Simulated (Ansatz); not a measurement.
Ligand exchange: SnH(SH)3 + CHF3S → Sn(SH)4 + CHF3

Species: SnH(SH)3, singlet; CHF3S (trifluoromethanethiol) `FC(F)(F)S`, singlet; Sn(SH)4, singlet; CHF3 (trifluoromethane) `FC(F)F`, singlet. The partners trade H for SH: Sn–H and C–SH bonds give way to Sn–SH and C–H.

Shapes, held fixed at every level: PBE0-D4/def2-TZVP. Flexible molecules stand in one conformer, not always the lowest. Programs: Ansatz 0.2.0. The zero-point and thermal change to 298 K, harmonic and unscaled (PBE0-D4/def2-TZVP), is +12.8 kJ/mol.

Estimate ΔH(298 K) of this reaction.

The highest level, CCSD(T)/def2-TZVPP, gives ΔH(298 K) = -120.4 kJ/mol; the levels span -130.4 to -97.5. The column of differences is taken from that level and isn't an error. No measured value is set beside it here. For atoms past krypton def2 sets carry core potentials with scalar relativity. Outer-core shells of Sn are correlated, in sets that cover them unevenly.

```json
{"level": "SPW92/def2-TZVPP", "kind": "LDA", "ΔH(298 K) (kJ/mol)": "-97.5", "less CCSD(T)/def2-TZVPP": "+22.9"}
{"level": "PBE-D4/def2-TZVPP", "kind": "GGA", "ΔH(298 K) (kJ/mol)": "-113.1", "less CCSD(T)/def2-TZVPP": "+7.3"}
{"level": "B3LYP-D4/def2-TZVPP", "kind": "global hybrid", "ΔH(298 K) (kJ/mol)": "-120.9", "less CCSD(T)/def2-TZVPP": "-0.5"}
{"level": "B2PLYP/def2-TZVPP", "kind": "double hybrid", "ΔH(298 K) (kJ/mol)": "-120.6", "less CCSD(T)/def2-TZVPP": "-0.2"}
{"level": "MP2/def2-SVP", "kind": "perturbation theory", "ΔH(298 K) (kJ/mol)": "-119.4", "less CCSD(T)/def2-TZVPP": "+1.0"}
{"level": "MP2/def2-TZVPP", "kind": "perturbation theory", "ΔH(298 K) (kJ/mol)": "-130.4", "less CCSD(T)/def2-TZVPP": "-10.0"}
{"level": "CCSD(T)/def2-TZVPP", "kind": "coupled cluster or CI", "ΔH(298 K) (kJ/mol)": "-120.4", "less CCSD(T)/def2-TZVPP": "0.0"}
```
